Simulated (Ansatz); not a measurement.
Write the native input for Ansatz 0.2.0 that does the following.

| Item | Value |
| --- | --- |
| Task | single point |
| Functional | PBE |
| Potentials or basis | Ansatz PAW |
| Cutoff | 420 eV (not typed: the program's choice for these potentials) |
| k mesh | 7 × 7 × 7 |
| Occupations | fermi-dirac, width 0.05 eV |
| Spin | no spin polarisation |

Crystal: KCl (Sylvite).

```xyz
2
Lattice="0.0000 3.1465 3.1465 3.1465 0.0000 3.1465 3.1465 3.1465 0.0000" Properties=species:S:1:pos:R:3 pbc="T T T"
K     0.0000    0.0000    0.0000
Cl    3.1465    3.1465    3.1465
```

One way to write it, as run:

input.yaml

```yaml
crystal:
  lattice:
    - [0.0, 3.14647, 3.14647]
    - [3.14647, 0.0, 3.14647]
    - [3.14647, 3.14647, 0.0]
  atoms:
    - { symbol: K, position: [0.0, 0.0, 0.0] }
    - { symbol: Cl, position: [0.5, 0.5, 0.5] }
hamiltonian:
  xc: pbe
  pseudopotentials: { kind: paw }
kpoints:
  mp_grid: { grid: [7, 7, 7] }
scf:
  occupations: { method: fermi_dirac, width: 0.05 }
output:
  forces: true
  stress: true
  eigenvalues: true
```

Potentials or basis: Ansatz PAW.

The run is started by

```console
$ ansatz run input.yaml --threads 1 --pin off --max-ram 2560MiB --backend cpu --events-out ev --progress --plain --runs-dir out
```

Results of the run:

* Pressure: 0.8 GPa
* Band gap on the k mesh: 5.19 eV, direct

Caveat: odd divisions of the mesh miss points on the zone boundary, where band edges often lie, so the gap on the mesh can be too wide.

It took 0.82 s on 1 thread of Arm Neoverse V2 (shared host), peak memory 0.28 GiB.
